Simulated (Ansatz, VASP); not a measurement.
**One calculation of In, two programs**

```
In
1.0
    -1.93144    1.93144    1.93144
     1.93144   -1.93144    1.93144
     1.93144    1.93144   -1.93144
In
1
Direct
  0.00000 0.00000 0.00000
```

This isn't the form of In at room conditions, which is tetragonal.

Alike in both runs: task single point; functional PBE; k mesh 9 × 9 × 9; occupations fermi-dirac, width 0.1 eV; no spin polarisation.

|  | VASP | Ansatz |
| --- | --- | --- |
| version | VASP 6.6.1 | Ansatz 0.2.0 |
| potentials or method | VASP PAW PBE potentials, release 64 (In_d) | plane waves, PAW |
| plane-wave cutoff (eV) | 520 | 450 |
| valence electrons in the cell | 13 | 13 |

Ansatz gave:

- pressure (GPa): -0.9

Question: What did VASP give for the same quantities?

Answer: Pressure (GPa): -1.0.

The functional is the same, so the differences come from potentials, cutoffs and numerics.
